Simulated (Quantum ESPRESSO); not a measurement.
The system is Mo.

```xyz
1
Lattice="-1.5838 1.5838 1.5838 1.5838 -1.5838 1.5838 1.5838 1.5838 -1.5838" Properties=species:S:1:pos:R:3 pbc="T T T"
Mo    0.0000    0.0000    0.0000
```

```yaml
Program: Quantum ESPRESSO 7.5
Task: phonon dispersion
Functional: PBE
Potentials_or_basis: PseudoDojo 0.4.1 SR PBE standard
Cutoff: 1088 eV
Density_cutoff: 4354 eV
k_mesh: 10 × 10 × 10
Occupations: cold, width 0.2 eV
Spin: no spin polarisation
Mixing_beta: 0.5
Most_SCF_iterations: 120
SCF_threshold: 2e-10 Ry
q_mesh: 2 × 2 × 2
```

The cell and the atoms were relaxed first, to 15.79 Å³/atom (a = 2.737 Å, b = 2.737 Å, c = 2.737 Å, α = 109.47°, β = 109.47°, γ = 109.47°), and the response was taken there.

Task: Is this structure dynamically stable at this level, and how far does the spectrum reach?

Result: No: the interpolated spectrum has imaginary modes, down to 21i cm⁻¹ near H. The highest frequency is 254 cm⁻¹.

Phonon frequencies at the corners of the path (cm⁻¹, interpolated; i marks imaginary ones):
| point | frequencies |
| --- | --- |
| Γ | 0 0 0 |
| H | 21i 21i 21i |
| N | 138 182 253 |
| P | 242 242 242 |

Phonon states per cell in windows of 20 cm⁻¹ (negative: imaginary):
| from (cm⁻¹) | total |
| --- | --- |
| -20 | 0.00 |
| 0 | 0.00 |
| 20 | 0.01 |
| 40 | 0.04 |
| 60 | 0.09 |
| 80 | 0.19 |
| 100 | 0.35 |
| 120 | 0.40 |
| 140 | 0.37 |
| 160 | 0.38 |
| 180 | 0.35 |
| 200 | 0.33 |
| 220 | 0.29 |
| 240 | 0.19 |

A q mesh this small can miss soft modes between its points.

Caveat: the mesh is thin for the phonons of a metal; some modes are imaginary; the q mesh is small, so phonon branches between its points and thermal values are rough.
